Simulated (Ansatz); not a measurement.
# HfO2: the cost of one run

Program: Ansatz 0.2.0. Level of theory: DFT r2SCAN, scalar-relativistic, plane waves, PAW. These are calculated values, not measurements.

1 further run of the same task is left out (set aside as unsound or not needed).

### Step 1. The starting structure

It takes space group P4_2/nmc (No. 137, tetragonal). Conventional cell: a = 3.577 Å, b = 3.577 Å, c = 5.203 Å, α = 90.00°, β = 90.00°, γ = 90.00°. Hf (site symmetry -4m2) is surrounded by 4 O at 2.06 Å. Around O (site symmetry 2mm) lie 2 Hf at 2.06 Å.

Coordinates:

```xyz
6
Lattice="3.5768 0.0000 0.0000 0.0000 3.5768 0.0000 0.0000 0.0000 5.2027" Properties=species:S:1:pos:R:3 pbc="T T T"
Hf    1.7884    1.7884    2.6013
Hf    0.0000    0.0000    0.0000
O     0.0000    1.7884    3.6219
O     1.7884    0.0000    4.1821
O     1.7884    0.0000    1.5808
O     0.0000    1.7884    1.0206
```

It goes back to an entry of the Materials Project, which need not be the stable form.

It is the result of an earlier relaxation at this level (volume 11.09 Å³/atom; gap on the mesh: 5.26 eV).

### Step 2. Point at V/V0 = 0.97

input.yaml reads:

```yaml
crystal:
  lattice:
    - [3.5406923223, 0.0, 0.0]
    - [0.0, 3.5406923223, 0.0]
    - [0.0, 0.0, 5.1501180947]
  atoms:
    - { symbol: Hf, position: [0.5, 0.5, 0.5] }
    - { symbol: Hf, position: [0.0, 0.0, 0.0] }
    - { symbol: O, position: [0.0, 0.5, 0.6961635351] }
    - { symbol: O, position: [0.5, 0.0, 0.8038364649] }
    - { symbol: O, position: [0.5, 0.0, 0.3038364649] }
    - { symbol: O, position: [0.0, 0.5, 0.1961635351] }
basis:
  ecutwfc: 500
kpoints:
  mp_grid: { grid: [6, 6, 6] }
hamiltonian:
  xc: r2scan
scf:
  occupations: { method: gaussian, width: 0.02 }
output:
  forces: true
  stress: true
  eigenvalues: true
relax:
  adjacent_minimum: "off"
  f_tol: 0.01
  max_steps: 30
  cell: { stress_tol: 0.1, fix: [volume] }
```

Command:

```
ansatz run input.yaml --threads 1 --pin off --max-ram 2560MiB --backend cpu --events-out ev --progress --plain --runs-dir out
```

What time and memory should one allow on 1 thread of Intel Xeon Platinum 8488C (Sapphire Rapids), shared host?

About 57 s, with a peak of 0.59 GiB.
